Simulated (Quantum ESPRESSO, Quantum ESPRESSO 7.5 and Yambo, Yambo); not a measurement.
## A GW chain in Yambo: CdSe (F-43m)

How does a plane-wave GW calculation on CdSe (F-43m) run from the first input to the gap?

Program: Quantum ESPRESSO 7.5 and Yambo 5.3.0. Level of theory: PBE and many-body steps on it, plane waves. Results are calculated unless marked as measured.

**The experiments to reproduce.**

- Gap 1.69 ± 0.02 eV: direct gap from (alpha E)^2 extrapolation; spectroscopic ellipsometry; 300 K; film (fully relaxed MBE film, 304 nm) on GaAs(100) (“Band gap bowing of binary alloys: Experimental results compared to theoretical tight-binding supercell calculations for CdZnSe”, 2010, arxiv:1007.2297).

**1. Starting point**

The structure is cubic, space group F-43m (No. 216). The conventional cell has a = 6.141 Å, b = 6.141 Å, c = 6.141 Å, α = 90.00°, β = 90.00°, γ = 90.00°. Nearest to Cd lie 4 Se at 2.66 Å. Se has 4 Cd at 2.66 Å nearest. Farther neighbours and most contacts between anions are not listed.

The cell and positions are those that the Materials Project relaxed with its own functionals (PBE, PBE+U or r2SCAN), kept fixed.

**2. Ground state**

This step: Quantum ESPRESSO 7.5; DFT, PBE, plane waves, norm-conserving pseudopotentials.

The ground-state density comes first.

pw.in reads:

```
&control
  calculation = 'scf'
  prefix = 'x'
  outdir = 'o'
  pseudo_dir = 'pseudo'
/
&system
  ibrav = 0
  nat = 2
  ntyp = 2
  ecutwfc = 94.0
  nbnd = 23
  force_symmorphic = .true.
/
&electrons
  conv_thr = 1e-10
  electron_maxstep = 80
  mixing_beta = 0.5
/
ATOMIC_SPECIES
  Cd 112.41 Cd.upf
  Se 78.971 Se.upf
CELL_PARAMETERS angstrom
  -0.0000000000 3.0702711986 3.0702711986
  3.0702711986 -0.0000000000 3.0702711986
  3.0702711986 3.0702711986 -0.0000000000
ATOMIC_POSITIONS crystal
  Cd 0.0000000000 0.0000000000 0.0000000000
  Se 0.7500000000 0.7500000000 0.7500000000
K_POINTS automatic
  6 6 6 0 0 0
```

Launch:

```
> OMP_NUM_THREADS=1 mpirun -n 4 pw.x -nk 4 -in pw.in > pw.out
```

The program printed:

```text
Program PWSCF v.7.5 starts

     This program is part of the open-source Quantum ESPRESSO suite
     for quantum simulation of materials; please cite
         "P. Giannozzi et al., J. Phys.:Condens. Matter 21 395502 (2009);
         "P. Giannozzi et al., J. Phys.:Condens. Matter 29 465901 (2017);
         "P. Giannozzi et al., J. Chem. Phys. 152 154105 (2020);
     in publications or presentations arising from this work. More details at
     Message from routine setup:
     using ibrav=0 with symmetry is DISCOURAGED, use correct ibrav instead

     G-vector sticks info

     bravais-lattice index     =            0
     lattice parameter (alat)  =       8.2052  a.u.
     unit-cell volume          =     390.6221 (a.u.)^3
     number of atoms/cell      =            2
     number of atomic types    =            2
     number of electrons       =        36.00
     number of Kohn-Sham states=           23
     kinetic-energy cutoff     =      94.0000  Ry
     charge density cutoff     =     376.0000  Ry
     scf convergence threshold =      1.0E-10
     mixing beta               =       0.5000
     number of iterations used =            8  plain     mixing
     Exchange-correlation= PBE
                           (   1   4   3   4   0   0   0)

     celldm(1)=   8.205227  celldm(2)=   0.000000  celldm(3)=   0.000000
     celldm(4)=   0.000000  celldm(5)=   0.000000  celldm(6)=   0.000000

     crystal axes: (cart. coord. in units of alat)
               a(1) = (  -0.000000   0.707107   0.707107 )
               a(2) = (   0.707107  -0.000000   0.707107 )
               a(3) = (   0.707107   0.707107  -0.000000 )

     reciprocal axes: (cart. coord. in units 2 pi/alat)
               b(1) = ( -0.707107  0.707107  0.707107 )
               b(2) = (  0.707107 -0.707107  0.707107 )
               b(3) = (  0.707107  0.707107 -0.707107 )
     Pseudo is Norm-conserving + core correction, Zval = 20.0
     Generated using ONCVPSP code by D. R. Hamann
     Using radial grid of 1368 points,  6 beta functions with:
     Pseudo is Norm-conserving + core correction, Zval = 16.0
     Generated using ONCVPSP code by D. R. Hamann
     Using radial grid of 1214 points,  6 beta functions with:
     Cd               20.00   112.41000     Cd( 1.00)
     Se               16.00    78.97100     Se( 1.00)

     24 Sym. Ops. (no inversion) found

   Cartesian axes

     site n.     atom                  positions (alat units)
         1        Cd     tau(   1) = (   0.0000000   0.0000000   0.0000000  )
         2        Se     tau(   2) = (   1.0606602   1.0606602   1.0606602  )

     number of k points=    16
                       cart. coord. in units 2pi/alat
        k(    1) = (   0.0000000   0.0000000   0.0000000), wk =   0.0092593
        k(    2) = (   0.1178511   0.1178511  -0.1178511), wk =   0.0740741
        k(    3) = (   0.2357023   0.2357023  -0.2357023), wk =   0.0740741
        k(    4) = (  -0.3535534  -0.3535534   0.3535534), wk =   0.0370370
        k(    5) = (   0.2357023   0.0000000  -0.0000000), wk =   0.0555556
        k(    6) = (   0.3535534   0.1178511  -0.1178511), wk =   0.2222222
        k(    7) = (  -0.2357023  -0.4714045   0.4714045), wk =   0.2222222
        k(    8) = (  -0.1178511  -0.3535534   0.3535534), wk =   0.2222222
        k(    9) = (   0.0000000  -0.2357023   0.2357023), wk =   0.1111111
        k(   10) = (   0.4714045   0.0000000  -0.0000000), wk =   0.0555556
     [... 4 further rows ...]
        k(   15) = (  -0.1178511  -0.3535534   0.5892557), wk =   0.2222222
        k(   16) = (  -0.7071068   0.2357023   0.0000000), wk =   0.1111111

     Dense  grid:    47855 G-vectors     FFT dimensions: (  54,  54,  54)

     Initial potential from superposition of free atoms

     starting charge      35.9997, renormalised to      36.0000
     Starting wfcs are   19 randomized atomic wfcs +    4 random wfcs

     per-process dynamical memory:    44.5 Mb

     Self-consistent Calculation

     iteration #  1     ecut=    94.00 Ry     beta= 0.50

     Threshold (ethr) on eigenvalues was too large:
     Diagonalizing with lowered threshold

     total energy              =    -593.20761577 Ry
     estimated scf accuracy    <       0.08698779 Ry

     iteration #  2     ecut=    94.00 Ry     beta= 0.50

     total energy              =    -593.22876865 Ry
     estimated scf accuracy    <       0.00811755 Ry

     iteration #  3     ecut=    94.00 Ry     beta= 0.50

     total energy              =    -593.23000934 Ry
     estimated scf accuracy    <       0.00090860 Ry

     iteration #  4     ecut=    94.00 Ry     beta= 0.50

     total energy              =    -593.23008982 Ry
     estimated scf accuracy    <       0.00004468 Ry

     iteration #  5     ecut=    94.00 Ry     beta= 0.50

     total energy              =    -593.23009557 Ry
     estimated scf accuracy    <       0.00000409 Ry

     iteration #  6     ecut=    94.00 Ry     beta= 0.50

     total energy              =    -593.23009618 Ry
     estimated scf accuracy    <       0.00000006 Ry

     iteration #  7     ecut=    94.00 Ry     beta= 0.50

     total energy              =    -593.23009621 Ry
     estimated scf accuracy    <          7.1E-09 Ry

     iteration #  8     ecut=    94.00 Ry     beta= 0.50

     total energy              =    -593.23009621 Ry
     estimated scf accuracy    <          6.1E-10 Ry

     iteration #  9     ecut=    94.00 Ry     beta= 0.50

     total energy              =    -593.23009621 Ry
     estimated scf accuracy    <          1.1E-10 Ry

     iteration # 10     ecut=    94.00 Ry     beta= 0.50

     End of self-consistent calculation

          k = 0.0000 0.0000 0.0000 (  5985 PWs)   bands (ev):

   -94.2721 -55.3327 -55.3327 -55.3327 -39.2906 -39.2906 -39.2906 -39.2870
   -39.2870  -5.0743  -0.4764  -0.4764  -0.4764  -0.1327  -0.1327   7.3616
     7.3616   7.3616   7.9091  13.3050  13.3050  13.3050  17.0418

          k = 0.1179 0.1179-0.1179 (  6009 PWs)   bands (ev):

   -94.2721 -55.3327 -55.3327 -55.3327 -39.2906 -39.2906 -39.2906 -39.2870
   -39.2870  -4.9882  -0.4498  -0.4498  -0.3916  -0.1334  -0.1334   5.6968
     7.1639   7.1639   9.2137  13.0491  13.6166  13.6166  17.4691

          k = 0.2357 0.2357-0.2357 (  6039 PWs)   bands (ev):

   -94.2722 -55.3328 -55.3327 -55.3327 -39.2907 -39.2906 -39.2906 -39.2870
   -39.2870  -4.8135  -0.4056  -0.4056  -0.1234  -0.1234  -0.1099   3.9598
     6.8131   6.8131   9.7286  13.8522  13.8629  13.8629  17.1623

          k =-0.3536-0.3536 0.3536 (  5996 PWs)   bands (ev):

     [... further k-points ...]

     highest occupied, lowest unoccupied level (ev):     7.3616    7.9091

!    total energy              =    -593.23009621 Ry
     estimated scf accuracy    <          8.1E-12 Ry

     The total energy is the sum of the following terms:
     one-electron contribution =    -396.41079000 Ry
     hartree contribution      =     203.49762214 Ry
     xc contribution           =     -96.89347790 Ry
     ewald contribution        =    -303.42345045 Ry

     convergence has been achieved in  10 iterations

     XML data file, charge density, pseudopotentials, collected wavefunctions

=------------------------------------------------------------------------------=
   JOB DONE.
=------------------------------------------------------------------------------=
```

It took 15 s on 4 MPI ranks of Arm Neoverse V1, shared host; peak memory 0.34 GiB.

This step gave:

```
total energy               : -8071.3066 eV
gap                        : 0.5475 eV
k of the valence top       : 0, 0, 0
k of the conduction bottom : 0, 0, 0
least direct gap           : 0.5475 eV
```

The gap is direct, at Γ.

**3. Bands along the symmetry lines**

Levels along a band path, at the cheap level, show where the edges lie and whether the meshes to come will hold them.

pw.in reads:

```
&control
  calculation = 'bands'
  prefix = 'x'
  outdir = 'o'
  pseudo_dir = 'pseudo'
/
&system
  ibrav = 0
  nat = 2
  ntyp = 2
  ecutwfc = 94.0
  nbnd = 24
  force_symmorphic = .true.
/
&electrons
  conv_thr = 1e-9
  electron_maxstep = 80
  diago_full_acc = .true.
  diago_thr_init = 5e-6
/
ATOMIC_SPECIES
  Cd 112.41 Cd.upf
  Se 78.971 Se.upf
CELL_PARAMETERS angstrom
  -0.0000000000 3.0702711986 3.0702711986
  3.0702711986 -0.0000000000 3.0702711986
  3.0702711986 3.0702711986 -0.0000000000
ATOMIC_POSITIONS crystal
  Cd 0.0000000000 0.0000000000 0.0000000000
  Se 0.7500000000 0.7500000000 0.7500000000
K_POINTS crystal
  50
  0.00000000 0.00000000 0.00000000 1
  -0.06250000 -0.06250000 0.00000000 1
  -0.12500000 -0.12500000 0.00000000 1
  -0.18750000 -0.18750000 0.00000000 1
  -0.25000000 -0.25000000 0.00000000 1
  -0.31250000 -0.31250000 0.00000000 1
  -0.37500000 -0.37500000 0.00000000 1
  -0.43750000 -0.43750000 0.00000000 1
  -0.50000000 -0.50000000 0.00000000 1
  -0.48437500 -0.48437500 0.03125000 1
  -0.46875000 -0.46875000 0.06250000 1
  -0.45312500 -0.45312500 0.09375000 1
  -0.43750000 -0.43750000 0.12500000 1
  -0.42187500 -0.42187500 0.15625000 1
  -0.40625000 -0.40625000 0.18750000 1
  -0.39062500 -0.39062500 0.21875000 1
  -0.37500000 -0.37500000 0.25000000 1
  -0.37500000 0.00000000 0.37500000 1
  -0.32812500 0.00000000 0.32812500 1
  -0.28125000 0.00000000 0.28125000 1
  -0.23437500 0.00000000 0.23437500 1
  -0.18750000 0.00000000 0.18750000 1
  -0.14062500 0.00000000 0.14062500 1
  -0.09375000 0.00000000 0.09375000 1
  -0.04687500 0.00000000 0.04687500 1
  0.00000000 0.00000000 0.00000000 1
  0.00000000 0.00000000 0.06250000 1
  0.00000000 0.00000000 0.12500000 1
  0.00000000 0.00000000 0.18750000 1
  0.00000000 0.00000000 0.25000000 1
  0.00000000 0.00000000 0.31250000 1
  0.00000000 0.00000000 0.37500000 1
  0.00000000 0.00000000 0.43750000 1
  0.00000000 0.00000000 0.50000000 1
  -0.06250000 -0.03125000 0.46875000 1
  -0.12500000 -0.06250000 0.43750000 1
  -0.18750000 -0.09375000 0.40625000 1
  -0.25000000 -0.12500000 0.37500000 1
  -0.31250000 -0.15625000 0.34375000 1
  -0.37500000 -0.18750000 0.31250000 1
  -0.43750000 -0.21875000 0.28125000 1
  -0.50000000 -0.25000000 0.25000000 1
  -0.50000000 -0.28125000 0.21875000 1
  -0.50000000 -0.31250000 0.18750000 1
  -0.50000000 -0.34375000 0.15625000 1
  -0.50000000 -0.37500000 0.12500000 1
  -0.50000000 -0.40625000 0.09375000 1
  -0.50000000 -0.43750000 0.06250000 1
  -0.50000000 -0.46875000 0.03125000 1
  -0.50000000 -0.50000000 0.00000000 1
```

The program printed:

```text
[banner, memory and clock lines left out]
Program PWSCF v.7.5 starts

     Atomic positions and unit cell read from directory:
     o/x.save/

     Message from routine setup:
     using ibrav=0 with symmetry is DISCOURAGED, use correct ibrav instead

     G-vector sticks info

     bravais-lattice index     =            0
     lattice parameter (alat)  =       8.2052  a.u.
     unit-cell volume          =     390.6221 (a.u.)^3
     number of atoms/cell      =            2
     number of atomic types    =            2
     number of electrons       =        36.00
     number of Kohn-Sham states=           24
     kinetic-energy cutoff     =      94.0000  Ry
     charge density cutoff     =     376.0000  Ry
     Exchange-correlation= PBE
                           (   1   4   3   4   0   0   0)

     celldm(1)=   8.205227  celldm(2)=   0.000000  celldm(3)=   0.000000
     celldm(4)=   0.000000  celldm(5)=   0.000000  celldm(6)=   0.000000

     crystal axes: (cart. coord. in units of alat)
               a(1) = (  -0.000000   0.707107   0.707107 )
               a(2) = (   0.707107  -0.000000   0.707107 )
               a(3) = (   0.707107   0.707107  -0.000000 )

     reciprocal axes: (cart. coord. in units 2 pi/alat)
               b(1) = ( -0.707107  0.707107  0.707107 )
               b(2) = (  0.707107 -0.707107  0.707107 )
               b(3) = (  0.707107  0.707107 -0.707107 )
     Pseudo is Norm-conserving + core correction, Zval = 20.0
     Generated using ONCVPSP code by D. R. Hamann
     Using radial grid of 1368 points,  6 beta functions with:
     Pseudo is Norm-conserving + core correction, Zval = 16.0
     Generated using ONCVPSP code by D. R. Hamann
     Using radial grid of 1214 points,  6 beta functions with:
     Cd               20.00   112.41000     Cd( 1.00)
     Se               16.00    78.97100     Se( 1.00)

     24 Sym. Ops. (no inversion) found

   Cartesian axes

     site n.     atom                  positions (alat units)
         1        Cd     tau(   1) = (   0.0000000   0.0000000   0.0000000  )
         2        Se     tau(   2) = (   1.0606602   1.0606602   1.0606602  )

     number of k points=    50
                       cart. coord. in units 2pi/alat
        k(    1) = (   0.0000000   0.0000000   0.0000000), wk =   0.0400000
        k(    2) = (   0.0000000   0.0000000  -0.0883883), wk =   0.0400000
        k(    3) = (   0.0000000   0.0000000  -0.1767767), wk =   0.0400000
[...]
[... 38 further rows ...]
        k(   49) = (   0.0441942  -0.0000000  -0.7071068), wk =   0.0400000
        k(   50) = (   0.0000000   0.0000000  -0.7071068), wk =   0.0400000

     Dense  grid:    47855 G-vectors     FFT dimensions: (  54,  54,  54)

     The potential is recalculated from file :
     o/x.save/charge-density

     Starting wfcs are   19 randomized atomic wfcs +    5 random wfcs

     Band Structure Calculation

     End of band structure calculation

          k = 0.0000 0.0000 0.0000 (  5985 PWs)   bands (ev):

   -94.2722 -55.3327 -55.3327 -55.3327 -39.2906 -39.2906 -39.2906 -39.2870
   -39.2870  -5.0742  -0.4764  -0.4764  -0.4764  -0.1327  -0.1327   7.3616
     7.3616   7.3616   7.9091  13.3050  13.3050  13.3050  17.0418  18.4303

          k = 0.0000 0.0000-0.0884 (  6010 PWs)   bands (ev):

[...]
k = 0.0000 0.0000-0.1768 (  6038 PWs)   bands (ev):

[...]
k =-0.0000 0.0000-0.2652 (  6030 PWs)   bands (ev):

[...]
k = 0.0000 0.0000-0.3536 (  6030 PWs)   bands (ev):

[...]
k = 0.0000-0.0000-0.4419 (  6030 PWs)   bands (ev):

[...]
k =-0.0000 0.0000-0.5303 (  6034 PWs)   bands (ev):

[...]
k = 0.0000-0.0000-0.6187 (  5994 PWs)   bands (ev):

[...]
k = 0.5303-0.0000-0.5303 (  5990 PWs)   bands (ev):

[...]
k = 0.0000 0.0000 0.0000 (  5985 PWs)   bands (ev):

[...]
k = 0.1326 0.0000-0.7071 (  6002 PWs)   bands (ev):

[...]
k = 0.0884-0.0000-0.7071 (  6000 PWs)   bands (ev):

[...]
k = 0.0442-0.0000-0.7071 (  6006 PWs)   bands (ev):

[...]
k = 0.0000 0.0000-0.7071 (  5962 PWs)   bands (ev):

[...]
-39.2869  -4.6154  -0.2953  -0.2363  -0.2363  -0.0789   0.2024   3.4152
     5.6083   5.6083  10.5608  11.0980  16.3207  17.4121  17.4121  19.6506

     XML data file, pseudopotentials, collected wavefunctions
```

Elapsed: 13 s, on 4 MPI ranks; peak memory 0.28 GiB; 53 s of CPU time.

Numbers from this step:

```yaml
gap: 0.5475 eV
k_of_the_valence_top: 0, 0, 0
k_of_the_conduction_bottom: 0, 0, 0
least_direct_gap: 0.5475 eV
```

The gap is 0.547 eV, as in the run before at this level.

Electronic bands along the path, in eV, zero at the top of the highest filled band:

```tsv
point	band 15	band 16	band 17	band 18	band 19	band 20	band 21	band 22
Γ	-7.49	0.00	0.00	0.00	0.55	5.94	5.94	5.94
halfway	-7.47	-2.51	-0.98	-0.98	3.22	4.24	7.59	7.59
X	-7.16	-3.95	-1.75	-1.75	3.20	3.74	8.96	10.05
halfway	-7.13	-3.92	-2.02	-1.67	3.45	4.10	8.65	9.47
U	-7.08	-3.88	-2.39	-1.44	3.72	5.09	8.19	8.52
jump to K	-7.08	-3.88	-2.39	-1.44	3.72	5.09	8.19	8.52
halfway	-7.45	-2.86	-1.32	-0.40	3.09	5.65	6.35	6.65
Γ	-7.49	0.00	0.00	0.00	0.55	5.94	5.94	5.94
halfway	-7.49	-2.59	-0.38	-0.38	2.24	5.92	6.45	6.45
L	-7.22	-4.22	-0.71	-0.71	2.36	6.45	6.45	7.32
halfway	-7.14	-3.98	-1.89	-1.16	3.79	5.48	6.77	7.94
W	-7.05	-3.85	-2.12	-2.09	4.91	5.22	6.42	7.61
halfway	-7.10	-3.90	-1.94	-1.93	3.91	4.25	8.29	8.34
X	-7.16	-3.95	-1.75	-1.75	3.20	3.74	8.96	10.05
```

(Part 1 of 3 ends here.)

[Paths, hosts, dates, memory and timing lines, banners, echoed tables and standing remarks are left out of the program output.]

[Logs are printed without paths, hosts, clocks, repeated set-up lines and the standing remarks that a program may print on its own settings, such as how far it seeks lower states.]

[Runs of the session that timed out or met a known fault of the program may be left out.]

[Hosts, paths, dates, database ids (printed as entryN), source tags and the programs' standing remarks are cut or masked in the printed files.]
